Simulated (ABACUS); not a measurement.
# PbS (Galena) under changes of volume

One of the cells (26.086 Å³/atom); the others are scaled copies at fixed shape and fractional positions:

```
Pb S
1.0
     0.00000    2.96575    2.96575
     2.96575    0.00000    2.96575
     2.96575    2.96575    0.00000
Pb S
1 1
Direct
  0.00000 0.00000 0.00000
  0.50000 0.50000 0.50000
```

| Quantity | Value |
| --- | --- |
| Program | ABACUS 3.10.1 |
| Functional | PBE |
| Potentials or basis | PseudoDojo NC SR 0.4.1 PBE standard |
| Cutoff | 857 eV |
| Density cutoff | 3429 eV |
| Basis | plane waves |
| k mesh | 8 × 8 × 8 |
| Occupations | fermi-dirac, width 0.05 eV |
| Spin | no spin polarisation |

| volume (Å³/atom) | energy over the lowest point (meV/atom) | pressure (GPa) | gap on the mesh (eV) |
| --- | --- | --- | --- |
| 24.521 | 49.39 | 6.6 | 0.12 |
| 25.042 | 30.47 | 5.0 | 0.21 |
| 25.564 | 16.51 | 3.5 | 0.29 |
| 26.086 | 7.07 | 2.2 | 0.37 |
| 26.607 | 1.70 | 1.0 | 0.44 |
| 27.129 | 0.00 | 0.0 | 0.50 |
| 27.651 | ? | ? | ? |

Question: What does the run at 27.651 Å³/atom give?

Answer: Energy over the lowest point 1.62 meV/atom; pressure -1.0 GPa; gap on the mesh 0.56 eV.

Worked out: A Birch-Murnaghan fit of order 3 (a polynomial in V^(-2/3)) to the other rows has its minimum at 27.13 Å³/atom with B0 = V·E''(V) = 53 GPa and B' = 4.3. It gives 1.62 meV/atom at 27.651 Å³/atom, against the run's 1.62, and -dE/dV = -1.0 GPa, against -1.0. A straight line through the other rows of the gap, of slope 3.78 eV per unit of ln V (its deformation potential), extrapolates to 0.58 eV, against the run's 0.56.

Energies are extrapolated to zero smearing.

Caveats: spin-orbit coupling is left out, which as a rule narrows the gap of such compounds by several tenths of an eV.

A mesh can miss the band edges.
